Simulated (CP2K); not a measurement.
Runs of CP2K 2026.2 on Ga. The structure is tetragonal, space group I4/mmm (No. 139). The conventional cell has a = 2.769 Å, b = 2.769 Å, c = 4.622 Å, α = 90.00°, β = 90.00°, γ = 90.00°. Ga (site symmetry 4/mmm) is surrounded by 12 Ga at 2.77 to 3.03 Å. This isn't the form of Ga at room conditions, which is orthorhombic.

| level | potentials or basis | smearing | EPS_DEFAULT | NGRIDS | basis sets | potentials | points a segment of the path (NPOINTS) | gap on the mesh (eV) | pressure (GPa) |
| --- | --- | --- | --- | --- | --- | --- | --- | --- | --- |
| PBE | POTENTIAL_UZH Ga GTH-PBE-q13; TZVP-MOLOPT-PBE-GTH basis | fermi-dirac 0.01 eV | 1.0E-10 | 5 | Ga TZVP-MOLOPT-PBE-GTH-q13 | Ga GTH-PBE-q13 of POTENTIAL_UZH | 8 | none | 4.3 |
| PBEsol | POTENTIAL_UZH Ga GTH-PBE-q13; TZVP-MOLOPT-PBE-GTH basis | fermi-dirac 0.0259 eV | 1.0E-10 | 4 | Ga TZVP-MOLOPT-PBE-GTH-q13 | Ga GTH-PBE-q13 of POTENTIAL_UZH | 10 | none | 0.3 |
| r2SCAN | POTENTIAL_UZH Ga GTH-SCAN-q13; TZVP-MOLOPT-SCAN-GTH basis | fermi-dirac 0.1 eV | 1.0E-10 | 5 | Ga TZVP-MOLOPT-SCAN-GTH-q13 | Ga GTH-SCAN-q13 of POTENTIAL_UZH | 8 | none | (a) |
| PBE | POTENTIAL_UZH Ga GTH-PBE-q13; TZVP-MOLOPT-PBE-GTH basis | fermi-dirac 0.1 eV | 1.0E-10 | 4 | Ga TZVP-MOLOPT-PBE-GTH-q13 | Ga GTH-PBE-q13 of POTENTIAL_UZH | 6 | none | 4.4 |
| LDA | GTH_POTENTIALS Ga GTH-PADE-q13; TZVP-MOLOPT-PBE-GTH basis | fermi-dirac 0.1 eV | 1.0E-9 | 5 | Ga TZVP-MOLOPT-PBE-GTH-q13 | Ga GTH-PADE-q13 of GTH_POTENTIALS | 10 | none | (b) |

Alike in all rows: task band structure; no spin polarisation; cell as given; k mesh 13 × 13 × 13.

**Question.** Estimate the missing entries.

**Answer.** (a) 1.7; (b) -1.7.

Caveats: the basis of atomic orbitals isn't converged, which shifts pressures, moduli and gaps; the potentials were made for another functional, which shifts forces and pressure (some runs).

A k mesh can miss the band edges, and the runs leave out spin-orbit coupling on Ga.

A gap of «none» marks a metal or a gap under the smearing width.
